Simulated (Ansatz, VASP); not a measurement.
One calculation of Al, two programs

```
CELL_PARAMETERS angstrom
0.00000 2.00772 2.00772
2.00772 0.00000 2.00772
2.00772 2.00772 0.00000
ATOMIC_POSITIONS crystal
Al 0.00000 0.00000 0.00000
```

Alike in both runs: functional PBEsol; k mesh 18 × 18 × 18; occupations gaussian, width 0.1 eV; no spin polarisation.

Ansatz relaxed the structure, and its values are those at the end. VASP's run is a single point on that final structure, the one shown.

```csv
,VASP,Ansatz
version,VASP 6.6.1,Ansatz 0.2.0
potentials or method,"VASP PAW PBE potentials, release 64 (Al)","scalar-relativistic, plane waves, PAW"
plane-wave cutoff (eV),520,420
valence electrons in the cell,3,3
```

```tsv
	VASP	Ansatz	Ansatz less VASP
gap on the k mesh at the Fermi level (eV)	none	none	-
pressure (GPa)	0.0	0.0	-0.06
```

A gap of «none» marks a metal or a gap that the smearing closes.

Caveats: the PAW data sets were made with another functional, which shifts forces and pressure a little (VASP).
